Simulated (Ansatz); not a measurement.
What a change of settings does to a run on Li

The cell was built from the fcc type and relaxed in the same program; it needn't be a known or the stable phase. The listed cell was then made from it by scaling, straining or moving an atom.

First run: DFT, PBE, all-electron PAW with datasets made for the crystal, scalar-relativistic (Ansatz 0.2.0).

Command: `ansatz run input.yaml --threads 1 --pin off --max-ram 2048MiB --backend cpu --events-out ev --progress --plain --runs-dir out` The run took 2.1 s on 1 thread of AMD EPYC 7R43 64-Core Processor (Zen 3), with other jobs on the host.

```yaml
crystal:
  lattice:
    - [0.0, 2.1968636756, 2.1968636756]
    - [2.1968636756, 0.0, 2.1968636756]
    - [2.1968636756, 2.1968636756, 0.0]
  atoms:
    - { symbol: Li, position: [0.0, 0.0, 0.0] }
kpoints:
  mp_grid: { grid: [17, 17, 17] }
scf:
  occupations: { method: fermi_dirac, width: 0.08 }
hamiltonian:
  xc: pbe
  pseudopotentials: { kind: all_electron, datasets: crystal }
output:
  forces: true
  stress: true
  eigenvalues: true
  efg: { contact_densities: true }
```

Result: converged; pressure -0.59 GPa; 5 SCF iterations.

A second run of a changed input logged this at its end:

```
Error: YAML parse error: `scf.occupations.method` is required: fixed only where the cell keeps a band gap throughout the run, explicit beside scf.occupations.values (under evaluate: without them), else a smearing such as fermi_dirac (scf.occupations.width is optional; its entry in the input reference gives the default)
```

**Question.** What was wrong with the input?

**Answer.** No occupation method, by this change (others could give a like log):
```diff
@@ -9,5 +9,5 @@
   mp_grid: { grid: [17, 17, 17] }
 scf:
-  occupations: { method: fermi_dirac, width: 0.08 }
+  max_iter: 100
 hamiltonian:
   xc: pbe
```
